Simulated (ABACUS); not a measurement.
# Au (Fm-3m) in ABACUS: further runs

One crystal, Au, is run at these levels: revPBE, LDA-PW92; tasks: single point, relaxation of cell and atoms.

All numbers are computed with ABACUS 3.10.1; they aren't measurements. Logs are shortened: lines on timing, memory, paths and dates and some standing lists are left out, and cuts for length are marked.

### Step 1. The crystal as given

The structure is cubic, space group Fm-3m (No. 225). Conventional cell: a = 4.070 Å, b = 4.070 Å, c = 4.070 Å, α = 90.00°, β = 90.00°, γ = 90.00°. Au (site symmetry m-3m) has 12 Au at 2.88 Å as nearest neighbours.

### Step 2. Single point, revPBE

INPUT reads:

```
INPUT_PARAMETERS
suffix              Au
calculation         scf
basis_type          pw
pseudo_dir          ./
latname             fcc
symmetry            1
dft_functional      revpbe
ecutwfc             76
pseudo_rcut         10
nspin               1
nbands              20
ks_solver           dav
smearing_method     fd
smearing_sigma      0.00367493
scf_thr             1e-08
scf_nmax            100
mixing_type         broyden
mixing_beta         0.7
cal_force           1
cal_stress          1
out_chg             1
kpar                4
```

STRU reads:

```
ATOMIC_SPECIES
Au 196.9666 Au.upf

LATTICE_CONSTANT
7.6911853272

ATOMIC_POSITIONS
Direct

Au
0.0
1
0.0000000000 0.0000000000 0.0000000000 1 1 1
```

KPT reads:

```
K_POINTS
0
Gamma
9 9 9 0 0 0
```

Potentials or basis: PseudoDojo NC SR 0.5 PBE standard, plane waves.

On the command line:

```
> OMP_NUM_THREADS=1 mpirun -np 4 abacus > log
```

running log:

```text
ABACUS v3.10.1

               Atomic-orbital Based Ab-initio Computation at UStc

 ------------------------------------------------------------------------------------

 READING GENERAL INFORMATION
                           global_out_dir = OUT.Au/
                           global_in_card = INPUT
                               pseudo_dir = ./
                              orbital_dir =
                                    DSIZE = 4
                                    GSIZE = 1

 READING UNITCELL INFORMATION
                                    ntype = 1
                  lattice constant (Bohr) = 7.69119
              lattice constant (Angstrom) = 4.07

 READING ATOM TYPE 1
                               atom label = Au
                      L=0, number of zeta = 1
                      L=1, number of zeta = 1
                      L=2, number of zeta = 1
             number of atom for this type = 1

                        TOTAL ATOM NUMBER = 1
DIRECT COORDINATES
    atom                   x                   y                   z     mag                  vx                  vy                  vz
taud_Au1            0.0000000000        0.0000000000        0.0000000000  0.0000        0.0000000000        0.0000000000        0.0000000000

                          Volume (Bohr^3) = 113.742
                             Volume (A^3) = 16.8548

 Lattice vectors: (Cartesian coordinate: in unit of a_0)
                 -0.5                  +0                +0.5
                   +0                +0.5                +0.5
                 -0.5                +0.5                  +0
 Reciprocal vectors: (Cartesian coordinate: in unit of 2 pi/a_0)
                   -1                  -1                  +1
                   +1                  +1                  +1
                   -1                  +1                  -1
 The esolver type has been set to : ksdft_pw

                PAO radial cut off (Bohr) = 10

 Read in pseudopotential file is Au.upf
                     pseudopotential type = NC
          exchange-correlation functional = PBE
                 nonlocal core correction = 1
                        valence electrons = 19
                                     lmax = 3
                           number of zeta = 4
                     number of projectors = 7
                           L of projector = 0
                           L of projector = 0
                           L of projector = 1
                           L of projector = 1
                           L of projector = 2
                           L of projector = 2
                           L of projector = 3
 XC functional updated to : revpbe
          exchange-correlation functional = REVPBE
     initial pseudo atomic orbital number = 10

 SETUP THE ELECTRONS NUMBER
            electron number of element Au = 19
      total electron number of element Au = 19
            AUTOSET number of electrons:  = 19
                           occupied bands = 10
                                   NBANDS = 20
                                   NLOCAL = 9

%%%%%%%%%%%%%%%%%%%%%%%%%%%%%%%%%%%%%%%%%%%%%%%%%%%%%%%%%%%%%%%%%%%%%%%%%%%%%%%%%%%%%%%%%%%%%%%%%%%%%%%%%%
 Warning: the number of valence electrons in pseudopotential > 11 for Au: [Xe] 4f14 5d10 6s1
 Pseudopotentials with additional electrons can yield (more) accurate outcomes, but may be less efficient.
 If you're confident that your chosen pseudopotential is appropriate, you can safely ignore this warning.
%%%%%%%%%%%%%%%%%%%%%%%%%%%%%%%%%%%%%%%%%%%%%%%%%%%%%%%%%%%%%%%%%%%%%%%%%%%%%%%%%%%%%%%%%%%%%%%%%%%%%%%%%%

 SETUP THE PLANE WAVE BASIS
 energy cutoff for charge/potential (unit:Ry) = 304
            fft grid for charge/potential = [ 32, 32, 32 ]
                        fft grid division = [ 1, 1, 1 ]
        big fft grid for charge/potential = [ 32, 32, 32 ]
                                     nbxx = 32768
                                     nrxx = 32768

 SETUP PLANE WAVES FOR CHARGE/POTENTIAL
                    number of plane waves = 10081
                         number of sticks = 613

 PARALLEL PW FOR CHARGE/POTENTIAL
     PROC   COLUMNS(POT)             PW
        1            613          10081
 --------------- sum -------------------
        1            613          10081
                            number of |g| = 153
                                  max |g| = 452
                                  min |g| = 0

----------- Double Check Mixing Parameters Begin ------------
mixing_type: broyden
mixing_beta: 0.7
mixing_gg0: 1
mixing_gg0_min: 0.1
mixing_ndim: 8
----------- Double Check Mixing Parameters End ------------

 LATTICE VECTORS: (CARTESIAN COORDINATE: IN UNIT OF A0)
                 -0.5                  +0                +0.5
                   +0                +0.5                +0.5
                 -0.5                +0.5                  +0
                       right hand lattice = 1
                                   NORM_A = 0.707107
                                   NORM_B = 0.707107
                                   NORM_C = 0.707107
                           ALPHA (DEGREE) = 60
                           BETA  (DEGREE) = 60
                           GAMMA (DEGREE) = 60

 The lattice vectors have been changed (STRU_SIMPLE.cif)

(for optimal symmetric configuration:)
                             BRAVAIS TYPE = 3
                     BRAVAIS LATTICE NAME = 03. Cubic F (face-centered)
                                    ibrav = 3
                                    IBRAV = 3
                                  BRAVAIS = FACE CENTERED CUBIC
                       LATTICE CONSTANT A = 1
Original cell was already a primitive cell.
                        ROTATION MATRICES = 48
              PURE POINT GROUP OPERATIONS = 48
                   SPACE GROUP OPERATIONS = 48
                              POINT GROUP = O_h
               POINT GROUP IN SPACE GROUP = O_h

 SETUP K-POINTS
                                    nspin = 1
                   Input type of k points = Monkhorst-Pack(Gamma)
                                   nkstot = 729
                       right hand lattice = 1
(for reciprocal lattice: )
                             BRAVAIS TYPE = 2
                     BRAVAIS LATTICE NAME = 02. Cubic I (body-centered)
                                    ibrav = 2
                       right hand lattice = 1
(for k-lattice: )
                             BRAVAIS TYPE = 2
                     BRAVAIS LATTICE NAME = 02. Cubic I (body-centered)
                                    ibrav = 2
                       right hand lattice = 1
                        ROTATION MATRICES = 48
                               nkstot_ibz = 35
K-POINTS REDUCTION ACCORDING TO SYMMETRY
     IBZ    DIRECT_X    DIRECT_Y    DIRECT_Z  WEIGHT  ibz2bz
       1  0.00000000  0.00000000  0.00000000  0.0014       0
       2  0.11111111  0.11111111  0.11111111  0.0110       1
       3  0.22222222  0.22222222  0.22222222  0.0110       2
       4  0.33333333  0.33333333  0.33333333  0.0110       3
       5  0.44444444  0.44444444  0.44444444  0.0110       4
       6  0.11111111  0.11111111  0.00000000  0.0082      10
[... 22 lines left out ...]
      29  0.44444444  0.33333333  0.11111111  0.0329     112
      30 -0.44444444  0.44444444  0.22222222  0.0658     113
[... 5 further k points ...]

                               nkstot now = 35
[... K-POINTS DIRECT COORDINATES: 35 rows ...]

           k-point number in this process = 9
       minimum distributed K point number = 8
[... stars of the k points ...]

[... K-POINTS CARTESIAN COORDINATES: 9 rows ...]

[... K-POINTS DIRECT COORDINATES: 9 rows ...]

 SETUP PLANE WAVES FOR WAVE FUNCTIONS
     energy cutoff for wavefunc (unit:Ry) = 76
              fft grid for wave functions = [ 32, 32, 32 ]
                    number of plane waves = 1471
                         number of sticks = 169

 PARALLEL PW FOR WAVE FUNCTIONS
     PROC   COLUMNS(POT)             PW
        1            169           1471
 --------------- sum -------------------
        1            169           1471

 SETUP NONLOCAL PSEUDOPOTENTIALS IN PLANE WAVE BASIS
 Au non-local projectors:
 projector 1 L=0
 projector 2 L=0
 projector 3 L=1
 projector 4 L=1
 projector 5 L=2
 projector 6 L=2
 projector 7 L=3
      TOTAL NUMBER OF NONLOCAL PROJECTORS = 25

 Init Non-Local PseudoPotential table :
 Init Non-Local-Pseudopotential done.

                                     npwx = 1290

 Make real space PAO into reciprocal space.
       max mesh points in Pseudopotential = 1001
     dq(describe PAO in reciprocal space) = 0.01
                                    max q = 1050

 number of pseudo atomic orbitals for Au is 4
WARNING: norm of atomic wavefunction # 4 of atomic type Au is 0.999951, renormalized

 -------------------------------------------
 SELF-CONSISTENT
 -------------------------------------------
                                 init_chg = atomic

 PW ALGORITHM --------------- ION=   1  ELEC=   1--------------------------------
 Notice: Threshold on eigenvalues was too large.
 hsover_error=0.19 > DRHO=0.0520131
 Origin diag ethr = 0.01
 New diag ethr = 0.000273753

 Density error is 0.0518246607494
                          Error Threshold = 0.000273752949451
----------------------------------------------------------
     Energy           Rydberg                 eV
----------------------------------------------------------
 E_KohnSham     -296.4238407769      -4033.0532576110
 E_Harris       -299.0617614189      -4068.9440092137
 E_Fermi        1.5737543507         21.4120264219
----------------------------------------------------------
[... 51 lines left out ...]
 Density error is 4.78276259057e-09
                          Error Threshold = 1.27414529587e-08
----------------------------------------------------------
     Energy           Rydberg                 eV
----------------------------------------------------------
 E_KohnSham     -296.4398739984      -4033.2714007803
 E_KS(sigma->0) -296.4398561505      -4033.2711579476
 E_Harris       -296.4393790503      -4033.2646666665
 E_band         -14.7177308471       -200.2450011515
 E_one_elec     -80.8117992371       -1099.5009352561
 E_Hartree      51.7803829936        704.5082533353
 E_xc           -52.2094457840       -710.3459520847
 E_Ewald        -215.1989762752      -2927.9322811093
 E_entropy(-TS) -0.0000356957        -0.0004856653
 E_descf        0.0000000000         0.0000000000
 E_exx          0.0000000000         0.0000000000
 E_Fermi        1.5493839185         21.0804496810
----------------------------------------------------------

 charge density convergence is achieved
 final etot is -4033.2714008 eV
 EFERMI = 21.080449681 eV

 STATE ENERGY(eV) AND OCCUPATIONS    NSPIN == 1
 1/9 kpoint (Cartesian) = 0.0000 0.0000 0.0000 (1243 pws)
       1       -84.5901     0.00274348
       2       -35.8452     0.00274348
       3       -35.8452     0.00274348
       4       -35.8452     0.00274348
       5        11.1075     0.00274348
       6        16.3271     0.00274348
[... 12 lines left out ...]
      19        50.9418        0.00000
      20        50.9418        0.00000
[... 93 lines left out ...]
       4       -35.8555      0.0164609
       5        11.6810      0.0164609
       6        16.0361      0.0164609
[... 12 lines left out ...]
      19        49.5157        0.00000
      20        54.5194        0.00000

[... levels at 3 further k points ...]

------------------------------------------------------------------------------------------
 TOTAL-FORCE (eV/Angstrom)
------------------------------------------------------------------------------------------
                       Au1         0.0000000000         0.0000000000         0.0000000000
------------------------------------------------------------------------------------------

----------------------------------------------------------------
 TOTAL-STRESS (KBAR)
----------------------------------------------------------------
       132.0620844790        -0.0000000000        -0.0000000000
        -0.0000000000       132.0620844790         0.0000000000
         0.0000000000         0.0000000000       132.0620844790
----------------------------------------------------------------
 TOTAL-PRESSURE: 132.062084 KBAR

 --------------------------------------------
 !FINAL_ETOT_IS -4033.2714007802824199 eV
 --------------------------------------------
```

It took 3.3 s on 4 MPI ranks of Intel Xeon Platinum 8259CL at 2.50GHz (Skylake/Cascade Lake), shared host; peak memory 0.24 GiB.

What came out:

```yaml
Free_energy: -4033.2714 eV
Pressure: 13.2 GPa
Band_gap_on_the_k_mesh: none (metal or under the smearing width)
```

Caveat: the potentials were made for another functional, which shifts forces and pressure.

(Continued in part 2 of 2.)
